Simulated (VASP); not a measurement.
Input of a VASP 6.6.1 run:

INCAR

```
SYSTEM = NaH
ALGO = Normal
EDIFF = 1E-7
ENCUT = 520
GGA = CA
ISIF = 2
ISMEAR = 0
LASPH = .True.
LCHARG = .False.
LREAL = .False.
LWAVE = .False.
NBANDS = 11
NELM = 100
PREC = Accurate
SIGMA = 0.05
```

The input KPOINTS:

```
k-points
0
Gamma
  8 8 8
  0 0 0
```

File POSCAR:

```
NaH
1.0
    0.0000000000      2.4400000000      2.4766000000
    2.4400000000      0.0000000000      2.4766000000
    2.4400000000      2.4400000000      0.0000000000
Na H
1 1
Direct
    0.0000000000      0.0000000000      0.0000000000
    0.5000000000      0.5000000000      0.5000000000
```

Potentials or basis: VASP PAW LDA potentials, release 64 (Na_pv, H).

The run is started by

```bash
$ cat potpaw_LDA.64/Na_pv/POTCAR potpaw_LDA.64/H/POTCAR > POTCAR
$ mpirun -np 1 vasp_std > vasp.out
```

Estimate the band gap on the k mesh.

3.33 eV, indirect (least direct gap 4.23 eV).

Predict the pressure.

-2.9 GPa.

Stress tensor (GPa, compression positive):
```
-2.79  0.00  0.00
 0.00 -2.79  0.00
 0.00  0.00 -3.11
```

A k mesh can miss the band edges.
